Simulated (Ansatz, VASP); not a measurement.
Given: the input of a run of VASP 6.6.1 on KCl (Sylvite). 

INCAR

```
SYSTEM = KCl
ALGO = Normal
EDIFF = 1E-7
ENCUT = 520
GGA = RP
ISIF = 2
ISMEAR = 0
LASPH = .TRUE.
LCHARG = .FALSE.
LREAL = .FALSE.
LWAVE = .FALSE.
NBANDS = 15
NELM = 60
PREC = Accurate
SIGMA = 0.1
```

Contents of KPOINTS:

```
k-points
0
G
  7 7 7
  0 0 0
```

POSCAR

```
KCl
4.4498
    0.000000000000      0.707103690053      0.707103690053
    0.707103690053      0.000000000000      0.707103690053
    0.707103690053      0.707103690053      0.000000000000
K Cl
1 1
Direct
    0.0000000000      0.0000000000      0.0000000000
    0.5000000000      0.5000000000      0.5000000000
```

Potentials or basis: VASP PAW PBE potentials, release 54 (K_sv, Cl).

The run is started by

```console
$ cat potpaw_PBE.54/K_sv/POTCAR potpaw_PBE.54/Cl/POTCAR > POTCAR
$ mpirun -np 1 vasp_std > vasp.out
```

Set up the same calculation for Ansatz 0.2.0. Potentials or basis there: all-electron LAPW, scalar-relativistic.

As run (cutoffs and basis follow the program's own potentials, and thresholds, step limits or extra output files can differ):

The input input.yaml:

```yaml
crystal:
  lattice:
    - [0.0, 3.14647, 3.14647]
    - [3.14647, 0.0, 3.14647]
    - [3.14647, 3.14647, 0.0]
  atoms:
    - { symbol: K, position: [0.0, 0.0, 0.0] }
    - { symbol: Cl, position: [0.5, 0.5, 0.5] }
kpoints:
  mp_grid: { grid: [7, 7, 7] }
scf:
  occupations: { method: gaussian, width: 0.1 }
hamiltonian:
  xc: rpbe
  pseudopotentials: { kind: all_electron, lapw: { basis_error: 0.001 } }
output:
  forces: true
  stress: true
  eigenvalues: true
```

Potentials or basis: all-electron LAPW, scalar-relativistic.

Run with:

```bash
$ ansatz run input.yaml --threads 1 --pin off --max-ram 3072MiB --backend cpu --events-out ev --progress --plain --runs-dir out
```

Both were run:

|  | VASP | Ansatz |
| --- | --- | --- |
| Pressure | 2.4 GPa | 2.4 GPa |

VASP's potentials were made for PBE.

Where Ansatz's input types no cutoff or centring, it takes its own default and a Γ-centred mesh.

Pressure is positive in compression.
